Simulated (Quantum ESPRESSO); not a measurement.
# Tc: zone-centre phonons under several settings

```
Tc
1.0
     2.74000    0.00000    0.00000
    -1.37000    2.37291    0.00000
     0.00000    0.00000    4.39800
Tc
2
Direct
  0.66667 0.33333 0.75000
  0.33333 0.66667 0.25000
```

All runs used Quantum ESPRESSO 7.5; k mesh 11 × 11 × 6; relaxed cell; no spin polarisation; occupations cold, width 0.272 eV.

```tsv
level	potentials	cutoff (eV)	volume (Å³/atom)	lowest optical mode without the field (cm⁻¹)	highest optical mode without the field (cm⁻¹)
PBEsol	GBRV 1.5 PBEsol	612	?	?	?
PBE	JTH 2.0 PBE	490	14.40	58	126
```

What stands in the row left open?

Volume 13.97 Å³/atom; lowest optical mode without the field 90 cm⁻¹; highest optical mode without the field 133 cm⁻¹.

Caveats: the mesh is thin for the phonons of a metal; the cutoff is low for these files, which shifts pressure and relaxed volume (some runs).

For the row left open. Caveat: the mesh is thin for the phonons of a metal.
